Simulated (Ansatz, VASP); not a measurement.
# Sb: VASP beside Ansatz

File INCAR:

```
PREC = Accurate
ENCUT = 520
EDIFF = 1E-7
ISMEAR = -1
SIGMA = 0.1
LREAL = False
LASPH = True
NELM = 60
ALGO = Normal
ISIF = 2
LWAVE = False
LCHARG = True
GGA = B5
ALDAX = 1.0
AGGAX = 1.0
AGGAC = 1.0
ALDAC = 0.0
LELF = True
LVHAR = True
NBANDS = 12
```

File KPOINTS:

```
regular mesh
0
Gamma
  12 12 6
```

Contents of POSCAR:

```
Sb
1.0
    3.6020622507      0.0000000000      0.0000000000
   -1.8010311254      3.1194774151      0.0000000000
    0.0000000000      0.0000000000      6.0349087880
Sb
2
Direct
    0.3333333333      0.6666666667      0.2500000000
    0.6666666667      0.3333333333      0.7500000000
```

Input for Ansatz:

```yaml
crystal:
  lattice:
    - [3.6020622507, 0.0, 0.0]
    - [-1.8010311254, 3.1194774151, 0.0]
    - [0.0, 0.0, 6.034908788]
  atoms:
    - { symbol: Sb, position: [0.3333333333, 0.6666666667, 0.25] }
    - { symbol: Sb, position: [0.6666666667, 0.3333333333, 0.75] }
hamiltonian:
  xc: blyp
  pseudopotentials:
    kind: paw
    azcp:
      Sb: "pseudopotentials/Sb.paw.azcp"
basis:
  ecutwfc: 420
  fft_grid_basis: typed
kpoints:
  mp_grid: { grid: [12, 12, 6], shift: [0, 0, 0] }
magnetization:
  spin_polarized: false
scf:
  occupations: { method: fermi_dirac, width: 0.1 }
  lower_state_search: "off"
output:
  stress: true
```

Alike in both runs: task single point; functional BLYP; k mesh 12 × 12 × 6; occupations fermi-dirac, width 0.1 eV; no spin polarisation.

|  | VASP | Ansatz |
| --- | --- | --- |
| version | VASP 6.6.1 | Ansatz 0.2.0 |
| potentials or method | VASP PAW PBE potentials, release 64 (Sb) | plane waves (420 eV) with PAW, scalar-relativistic |
| plane-wave cutoff (eV) | 520 | 420 |
| valence electrons in the cell | 10 | 30 |

```csv
,VASP,Ansatz,Ansatz less VASP
pressure (GPa),-3.9,-4.0,-0.07
largest component of the traceless stress (GPa),0.35,0.36,+0.011
```

With one functional, cell and mesh, what is left measures potentials, basis and numerics. The two sets of potentials don't hold the same shells in valence.

Caveats: the PAW data sets were made with another functional, which shifts forces and pressure a little (VASP). The runs have no spin-orbit coupling, so splittings on Sb are missing.
